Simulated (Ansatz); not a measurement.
Input and command of a calculation in Ansatz (plane waves; scalar-relativistic PAW potentials unless the input names others):

```yaml
crystal:
  lattice:
    - [4.1506947996, 0.0, 0.0]
    - [0.0, 4.1506947996, 0.0]
    - [0.0, 0.0, 4.1506947996]
  atoms:
    - { symbol: Cu, position: [0.25, 0.25, 0.25] }
    - { symbol: Cu, position: [0.25, 0.75, 0.75] }
    - { symbol: Cu, position: [0.75, 0.75, 0.25] }
    - { symbol: Cu, position: [0.75, 0.25, 0.75] }
    - { symbol: O, position: [0.0, 0.0, 0.0] }
    - { symbol: O, position: [0.5, 0.5, 0.5] }
basis:
  ecutwfc: 420
kpoints:
  mp_grid: { grid: [6, 6, 6] }
hamiltonian:
  xc: gga
  hubbard: { sites: [{ species: Cu, l: d, u_eff: 4.0 }] }
scf:
  occupations: { method: gaussian, width: 0.02 }
  max_iter: 60
output:
  forces: true
  eigenvalues: true
  stress: true
```

```bash
ansatz run input.yaml --threads 2 --pin off --max-ram 5120MiB --backend cpu --events-out ev --progress --plain --runs-dir out
```

**Question.** What is wrong with this input?

**Answer.** The program refuses it, because of an unknown functional (hamiltonian.xc: "pbe" → "gga"). With the sound run's settings it is accepted.

Abridged log:
```
Error: YAML parse error: error: line 18 column 7: hamiltonian.xc: unknown variant `gga`, expected one of `lda`, `lda-pw`, `pw92`, `pbe`, `pbesol`, `rpbe`, `revpbe`, `blyp`, `pbe0`, `revpbe0`, `b3lyp`, `b3lyp5`, `hse06`, `wpbeh`, `hiss`, `lc_wpbe`, `cam_b3lyp`, `hf`, `r2scan`, `r2scanh`, `r2scan0`, `r2scan50`, `mr2scan`
  --> <input>:18:7
   |
16 |   mp_grid: { grid: [6, 6, 6] }
17 | hamiltonian:
18 |   xc: gga
   |       ^ hamiltonian.xc: unknown variant `gga`, expected one of `lda`, `lda-pw`, `pw92`, `pbe`, `pbesol`, `rpbe`, `revpbe`, `blyp`, `pbe0`, `revpbe0`, `b3lyp`, `b3lyp5`, `hse06`, `wpbeh`, `hiss`, `lc_wpbe`, `cam_b3lyp`, `hf`, `r2scan`, `r2scanh`, `r2scan0`, `r2scan50`, `mr2scan`
19 |   hubbard: { sites: [{ species: Cu, l: d, u_eff: 4.0 }] }
20 | scf:
   |
```